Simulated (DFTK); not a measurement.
The system is GaN.

```
Ga N
1.0
     0.00000    2.25350    2.25350
     2.25350    0.00000    2.25350
     2.25350    2.25350    0.00000
Ga N
1 1
Direct
  0.00000 0.00000 0.00000
  0.25000 0.25000 0.25000
```

The cell is a database's computed one.

Base run:

* Program: DFTK 0.8.2
* Functional: BJ06
* Potentials or basis: cp2k.nc.sr.pbe.v0_1.largecore.gth (PBE, GTH, large core)
* Cutoff: 2122 eV
* k mesh: 7 × 7 × 7
* Occupations: fermi-dirac, width 0.05 eV
* Spin: no spin polarisation

Its results: band gap on the k mesh 2.72 eV, direct.

The run is repeated on the same cell with these changes: functional from BJ06 to TASK. What comes out?

Band gap on the k mesh 2.86 eV, direct.

Caveats: this set keeps more shells in the core, which shifts pressures and gaps; the program leaves the constant c of mgga_x_tb09 at 1, so the potential is Becke-Johnson's (BJ06) and not Tran and Blaha's, with levels but no total energy (some runs); the program warned that the kinetic-energy density falls under its von Weizsäcker bound, which can give unphysical results (some runs).

Not every run made on this cell is shown here.
